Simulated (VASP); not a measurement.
The system is MoS2.

```
Mo S
1.0
     1.58550    0.91539    6.11500
    -1.58550    0.91539    6.11500
     0.00000   -3.66156   12.23000
Mo S
2 4
Direct
  0.00000 0.00000 0.00000
  0.00000 0.00000 0.50000
  0.75000 0.75000 0.37500
  0.25000 0.25000 0.12500
  0.75000 0.75000 0.87500
  0.25000 0.25000 0.62500
```

Measurements of this composition are mostly on another form, of space group No. 194.

Base run:

* Program: VASP 6.6.1
* Functional: PBEsol
* Potentials or basis: VASP PAW PBE potentials, release 64 (Mo_sv, S)
* Cutoff: 520 eV
* k mesh: 8 × 8 × 4
* Occupations: gaussian, width 0.05 eV
* Spin: collinear spin, ferromagnetic start
* Starting moments: [1.0, 1.0, 0.0, 0.0, 0.0, 0.0] μB
* Hubbard terms: Mo d U = 2.5 eV

Its results: band gap on the k mesh none (metal or under the smearing width); pressure 4.3 GPa; net moment 0.00 μB per cell; largest force 0.878 eV/Å.

Question: The run is repeated on the same cell with these changes: spin from collinear spin, ferromagnetic start to collinear spin, antiferromagnetic start; moments at the start from [1.0, 1.0, 0.0, 0.0, 0.0, 0.0] to [1.0, -1.0, 0.0, 0.0, 0.0, 0.0]. What comes out?

Answer: Band gap on the k mesh none (metal or under the smearing width); pressure 4.9 GPa; net moment 0.00 μB per cell; site moments Mo +0.44, -0.44; S -0.01, +0.01 μB; largest force 0.908 eV/Å.

Caveats: the PAW data sets were made with another functional, which shifts forces and pressure a little; the cell's inner coordinates are idealised or old, which leaves forces on the atoms.
